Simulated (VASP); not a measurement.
**BP in VASP 6.6.1, single-point calculation**

INCAR

```
SIGMA = 0.02
LCHARG = .FALSE.
LWAVE = .FALSE.
NSW = 0
PREC = Accurate
IBRION = -1
ISIF = 2
ISYM = 0
ENCUT = 520
GGA = PE
NBANDS = 11
LREAL = .FALSE.
LASPH = .TRUE.
NELM = 120
ISMEAR = -1
EDIFF = 1E-7
```

KPOINTS

```
KPOINTS created by Atomic Simulation Environment
0
Gamma
4 4 4
0 0 0
```

POSCAR

```
B  P
 1.0000000000000000
     0.0000000000000000    2.3363651390000002    2.3363651390000002
     2.3363651390000002    0.0000000000000000    2.3363651390000002
     2.3363651390000002    2.3363651390000002    0.0000000000000000
 B   P
   1   1
Cartesian
  0.0000000000000000  0.0000000000000000  0.0000000000000000
  1.1681825695000001  1.1681825695000001  1.1681825695000001
```

The recommended PBE PAW datasets give the neutral cell 8 valence electrons.

Command

```
mpirun -np 1 vasp_std
```

OSZICAR

```
N       E                     dE             d eps       ncg     rms          rms(c)
DAV:   1     0.941366986808E+01    0.94137E+01   -0.38433E+03   800   0.644E+02
DAV:   2    -0.126050472653E+02   -0.22019E+02   -0.20909E+02  1059   0.106E+02
DAV:   3    -0.132582577170E+02   -0.65321E+00   -0.65126E+00   985   0.159E+01
DAV:   4    -0.132612346004E+02   -0.29769E-02   -0.29765E-02   925   0.124E+00
DAV:   5    -0.132612510670E+02   -0.16467E-04   -0.16466E-04   996   0.946E-02    0.637E+00
DAV:   6    -0.127751256685E+02    0.48613E+00   -0.12029E+00   894   0.450E+00    0.343E+00
DAV:   7    -0.127034037331E+02    0.71722E-01   -0.15917E-01  1035   0.202E+00    0.126E+00
DAV:   8    -0.126961553628E+02    0.72484E-02   -0.25899E-02   980   0.886E-01    0.174E-01
DAV:   9    -0.126965555744E+02   -0.40021E-03   -0.74082E-04   900   0.171E-01    0.110E-01
DAV:  10    -0.126968027581E+02   -0.24718E-03   -0.29594E-04   953   0.108E-01    0.267E-02
DAV:  11    -0.126968145686E+02   -0.11810E-04   -0.13068E-05  1030   0.227E-02    0.288E-02
DAV:  12    -0.126968164846E+02   -0.19160E-05   -0.58640E-06   915   0.126E-02    0.152E-02
DAV:  13    -0.126968162699E+02    0.21472E-06   -0.14523E-07   945   0.245E-03    0.648E-03
DAV:  14    -0.126968163196E+02   -0.49704E-07   -0.38015E-08   570   0.996E-04
   1 F= -.12696816E+02 E0= -.12696816E+02  d E =-.384288E-11
```

From OUTCAR

```
k-points           NKPTS =     36   k-points in BZ     NKDIM =     36   number of bands    NBANDS=     11

   NELECT =       8.0000    total number of electrons

   dimension x,y,z NGX =    28 NGY =   28 NGZ =   28
   dimension x,y,z NGXF=    56 NGYF=   56 NGZF=   56

  energy-cutoff  :      520.00
  volume of cell :       25.51
      direct lattice vectors                 reciprocal lattice vectors
     0.000000000  2.336365139  2.336365139    -0.214007644  0.214007644  0.214007644
     2.336365139  0.000000000  2.336365139     0.214007644 -0.214007644  0.214007644
     2.336365139  2.336365139  0.000000000     0.214007644  0.214007644 -0.214007644

 k-points in reciprocal lattice and weights: KPOINTS created by Atomic Simulation Env
   0.00000000  0.00000000  0.00000000       0.016
   0.25000000  0.00000000  0.00000000       0.031
   0.00000000  0.25000000  0.00000000       0.031
   0.00000000  0.00000000  0.25000000       0.031
   0.25000000  0.25000000  0.25000000       0.031
   0.50000000  0.00000000  0.00000000       0.016
   0.00000000  0.50000000  0.00000000       0.016
   0.00000000  0.00000000  0.50000000       0.016
   ...

 E-fermi :   6.9270

 k-point     1 :       0.0000    0.0000    0.0000
  band No.  band energies     occupation
      1      -8.2460      2.00000
      2       6.4632      2.00000
      3       6.4632      2.00000
      4       6.4632      2.00000
      5       9.7337      0.00000
      6       9.7337      0.00000
      7       9.7337      0.00000
      8      12.5436      0.00000
      9      17.4097      0.00000
     10      18.3292      0.00000
     11      18.3292      0.00000

 k-point     2 :       0.2500    0.0000    0.0000
  band No.  band energies     occupation
      1      -7.2227      2.00000
      2       1.8684      2.00000
      3       5.4202      2.00000
      4       5.4202      2.00000
      5      10.0350      0.00000
      6      11.0376      0.00000
      7      11.0376      0.00000
      8      15.2449      0.00000
      9      17.2221      0.00000
     10      17.2221      0.00000
     11      18.8515      0.00000

 k-point     3 :       0.0000    0.2500    0.0000
  band No.  band energies     occupation
      1      -7.2227      2.00000
      2       1.8684      2.00000
      3       5.4202      2.00000
      4       5.4202      2.00000
      5      10.0350      0.00000
      6      11.0376      0.00000
      7      11.0376      0.00000
      8      15.2449      0.00000
      9      17.2221      0.00000
     10      17.2221      0.00000
     11      18.8515      0.00000

 k-point     4 :       0.0000    0.0000    0.2500
  band No.  band energies     occupation
      1      -7.2227      2.00000
      2       1.8684      2.00000
      3       5.4202      2.00000
      4       5.4202      2.00000
      5      10.0350      0.00000
      6      11.0376      0.00000
      7      11.0376      0.00000
      8      15.2449      0.00000
      9      17.2221      0.00000
     10      17.2221      0.00000
     11      18.8515      0.00000

 k-point     5 :       0.2500    0.2500    0.2500
  band No.  band energies     occupation
      1      -7.2227      2.00000
      2       1.8684      2.00000
      3       5.4202      2.00000
      4       5.4202      2.00000
      5      10.0350      0.00000
      6      11.0376      0.00000
      7      11.0376      0.00000
      8      15.2449      0.00000
      9      17.2221      0.00000
     10      17.2221      0.00000
     11      18.8515      0.00000

 ...

  Total       -1.6741348     -1.6741348     -1.6741349     -0.0000002      0.0000001     -0.0000007
  in kB     -105.1595853   -105.1595850   -105.1595920     -0.0000139      0.0000050     -0.0000427
  external PRESSURE =    -105.1595874 kB  Pullay stress =       0.0000000 kB

 POSITION                                       TOTAL-FORCE (eV/Angst)
 -----------------------------------------------------------------------------------
      0.00000      0.00000      0.00000        -0.000000     -0.000000      0.000000
      1.16818      1.16818      1.16818         0.000000      0.000000     -0.000000
 -----------------------------------------------------------------------------------
    total drift:                               -0.000000     -0.000000      0.000001

  FREE ENERGIE OF THE ION-ELECTRON SYSTEM (eV)
  ---------------------------------------------------
  free  energy   TOTEN  =       -12.6968163196 eV

  energy  without entropy=      -12.6968163196  energy(sigma->0) =      -12.69681632
```

It converged. Results: gap between bands v and c on the k mesh 1.48 eV; least direct gap on the k mesh 3.27 eV; pressure -10.5 GPa. Band v is the last that the valence electrons fill when counted band by band, and c is the next.

These settings aren't sound, so the numbers aren't properties of the crystal.

On sound settings PBE gives a gap of 1.35 eV on its mesh and a pressure of -11.4 GPa for the intended cell.

The run took about 15 s on one core of a shared host (Intel Xeon Platinum 8488C) and held 0.15 GiB at most.
